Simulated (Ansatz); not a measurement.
# Ni (Nickel): the cost of one run

Program: the Python package of Ansatz 0.2.0. The levels of theory stand in the script. These are calculated values, not measurements.

**1. The system**

The structure is cubic, space group Fm-3m (No. 225). The conventional cell has a = 3.524 Å, b = 3.524 Å, c = 3.524 Å, α = 90.00°, β = 90.00°, γ = 90.00°. Ni (site symmetry m-3m) is surrounded by 12 Ni at 2.49 Å.

The script holds or builds the structure itself.

**2. The script**

The input, paw_lapw.py:

```python
"""PAW against all-electron LAPW for Ni."""

import ansatz
import numpy as np
from tabulate import tabulate

FILLING = "fermi_dirac"
XC = "pbe"


def count_gap(report):
    # lowest empty less highest filled band, counting bands; zero where they overlap
    return max(report.get("gap_by_band_count_ev") or 0.0, 0.0)

crystal = (
    ansatz.Lattice.fcc(3.52387)
    .space_group(225)
    .atom("Ni", (0.0, 0.0, 0.0))
    .primitive()
    .moments(Ni=2.0)
)

model = (
    crystal.calculation()
    .kpoints(16)  # the mesh must be finer for metals
    .occupations(FILLING)  # smearing steadies the SCF of a metal
    .functional(XC)
    .spin("collinear")
    .stress()  # positive in compression
    .forces()
    .band_table()
)
variants = {
    "PAW": model.pseudopotentials("paw"),
    "LAPW": model.pseudopotentials("all_electron", lapw=True),
}
# totals differ by the cores that each treatment holds, so compare what does not depend on them
rows = []
for label, variant in variants.items():
    rep = variant.run(threads=1, pin="off").report
    levels = np.array(rep["eigenvalues_ev"][0]) - rep["fermi_energy_ev"]
    print(label, "levels at the first k-point near E_F:", np.round(levels[np.abs(levels) < 5], 3))
    rows.append((label, rep["n_electrons"], np.trace(rep["stress_gpa"]) / 3, count_gap(rep), rep["magnetization_mub"]))
print(tabulate(rows, headers=["treatment", "electrons in bands", "P GPa", "gap by band count eV", "moment muB"], floatfmt=".4f", tablefmt="github"))
```

**3. Launch**

Launch:

```bash
$ python paw_lapw.py
```

Q: Estimate wall time and peak memory on 1 thread of Arm Neoverse V1, shared host.

About 39 s, with a peak of 0.61 GiB.
